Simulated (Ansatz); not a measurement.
Ansatz results at the PBE0-D4/def2-TZVP geometry: size of the dipole moment (B3LYP/def2-TZVPP) 1.10 D; HOMO–LUMO gap (B3LYP/def2-TZVPP) 8.03 eV; HOMO energy (B3LYP/def2-TZVPP) -7.12 eV.

Each molecule was computed in one conformer, which needn't be the lowest.

Which molecule gave them?
A. `CCCCc1ccccc1`
B. `CCCCOC`
C. `CCCN`
D. `CCCC(=O)OC`

B. The others give `CCCN`: 1.30, 7.24, -6.54; `CCCC(=O)OC`: 1.65, 7.83, -7.68; `CCCCc1ccccc1`: 0.50, 6.39, -6.70.

B3LYP here is the variant with VWN-RPA as its local correlation; programs differ in this.
